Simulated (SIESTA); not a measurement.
CsPbCl3:

```
Pb Cs Cl
1.0
     5.60500    0.00000    0.00000
     0.00000    5.60500    0.00000
     0.00000    0.00000    5.60500
Pb Cs Cl
1 1 3
Direct
  0.50000 0.50000 0.50000
  0.00000 0.00000 0.00000
  0.50000 0.00000 0.50000
  0.00000 0.50000 0.50000
  0.50000 0.50000 0.00000
```

Base run:

```yaml
Program: SIESTA 5.4.2
Functional: PBE
Potentials_or_basis: PseudoDojo 0.4 standard (PBE files)
Basis: TZDP (energy shift 0.002 Ry; d shell added on Cs)
Grid_cutoff: 800 Ry
Energy_shift: 0.002 Ry
k_mesh: 5 × 5 × 5
Occupations: fermi-dirac, width 0.05 eV
Spin: no spin polarisation
```

Its results: pressure 2.1 GPa.

Q: The run is repeated on the same cell with these changes: basis from TZDP (energy shift 0.002 Ry; d shell added on Cs) to TZDP (energy shift 0.01 Ry; d shell added on Cs); energy shift from 0.002 Ry to 0.01 Ry. What comes out?

A: Pressure 0.6 GPa.

Caveats: semicore shells carry a single zeta, which can move pressures by several GPa and volumes by a few percent; the basis of atomic orbitals isn't converged, which shifts pressures, moduli and gaps.
